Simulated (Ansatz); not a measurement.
Crystal: TiTe.

```
CELL_PARAMETERS angstrom
3.84200 0.00000 0.00000
-1.92100 3.32727 0.00000
0.00000 0.00000 6.40300
ATOMIC_POSITIONS crystal
Te 0.66667 0.33333 0.75000
Te 0.33333 0.66667 0.25000
Ti 0.00000 0.00000 0.50000
Ti 0.00000 0.00000 0.00000
```

Base run:

```yaml
Program: Ansatz 0.2.0
Functional: r2SCAN
Potentials_or_basis: Ansatz PAW
Cutoff: 500 eV
Density_cutoff: 2000 eV
k_mesh: 8 × 8 × 4
Occupations: fermi-dirac, width 0.05 eV
Spin: no spin polarisation
```

Its results: band gap on the k mesh none (metal or under the smearing width); pressure 7.6 GPa.

**Question.** The run is repeated on the same cell with these changes: functional from r2SCAN to LDA; cutoff from 500 eV to 420 eV; density cutoff from 2000 eV to 1680 eV. What comes out?

**Answer.** Band gap on the k mesh none (metal or under the smearing width); pressure 0.7 GPa.

Caveats: the PAW data sets come from PBE, with cores solved anew for the run's functional, which leaves a small shift of forces and pressure.

Not every run made on this cell is shown here.
